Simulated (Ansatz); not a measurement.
```
CELL_PARAMETERS angstrom
0.00000 2.03133 2.03133
2.03133 0.00000 2.03133
2.03133 2.03133 0.00000
ATOMIC_POSITIONS crystal
Mg 0.00000 0.00000 0.00000
O 0.50000 0.50000 0.50000
```

```yaml
orbitals: r²SCAN
datasets: all-electron datasets in plane waves (scalar-relativistic, Gaussian nuclei)
k_mesh: 4×4×4
empty_bands: 108
response_cutoff: 200 eV
wave_cutoff: 4620 eV
frequencies: contour deformation
q_→_0_term: analytic weight of Carrier, Rohra and Görling
band_sums: cut at the band count
```

Program: Ansatz. The Kohn-Sham gap (direct at Γ) is 6.80 eV and the electronic dielectric constant on this mesh 2.8.

(1) What G0W0 gap follows between the same band edges?

Results:

(1) 9.13 eV, a change of +2.34 eV. The valence edge moves by -1.34 eV (Z = 0.82) and the conduction edge by +1.00 eV (Z = 0.86).

The cell is a model at fixed atoms and needn't be the relaxed known crystal. The mesh is coarse, so these are values at the stated settings, not converged ones. Band sums or response are cut, so the gap isn't at its basis limit. With r²SCAN or HSE06 the Kohn-Sham levels are generalised ones.
